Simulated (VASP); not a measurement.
# BAs: equation of state with PBEsol

**What was measured.**

“Basic Physical Properties of Cubic Boron Arsenide”, 2019, arxiv:1911.11281 quotes, for a bulk crystal of BAs: bulk modulus 148 GPa.

The system is BAs.

```
As B
1.0
     0.00000    2.38850    2.38850
     2.38850    0.00000    2.38850
     2.38850    2.38850    0.00000
As B
1 1
Direct
  0.75000 0.75000 0.75000
  0.00000 0.00000 0.00000
```

* Program: VASP 6.6.1
* Task: equation of state
* Functional: PBEsol
* Potentials or basis: VASP PAW PBE potentials, release 64 (As, B)
* Cutoff: 520 eV
* k mesh: 10 × 10 × 10
* Occupations: fermi-dirac, width 0.05 eV
* Spin: no spin polarisation

```json
{
 "Equilibrium volume": "13.64 Å³/atom",
 "Bulk modulus": "141 GPa",
 "Pressure derivative of the bulk modulus": "4.1"
}
```

Energy against volume, from the lowest point:
```tsv
volume (Å³/atom)	energy (meV/atom)
12.809	24.49
13.081	10.63
13.354	2.65
13.626	0.00
13.899	2.15
14.171	8.65
14.444	19.07
```

All runs of the series together: 67 s on 1 thread of Intel(R) Xeon(R) Platinum 8488C (Sapphire Rapids) (shared host).

Measured bulk modulus of BAs: 148 GPa (quoted in “Basic Physical Properties of Cubic Boron Arsenide”, 2019, arxiv:1911.11281). This calculation gives 141 GPa (-4.9 %). The fit is for a static lattice scaled at fixed shape and fixed fractional positions.

Caveat: the PAW data sets were made with another functional, which shifts forces and pressure a little.
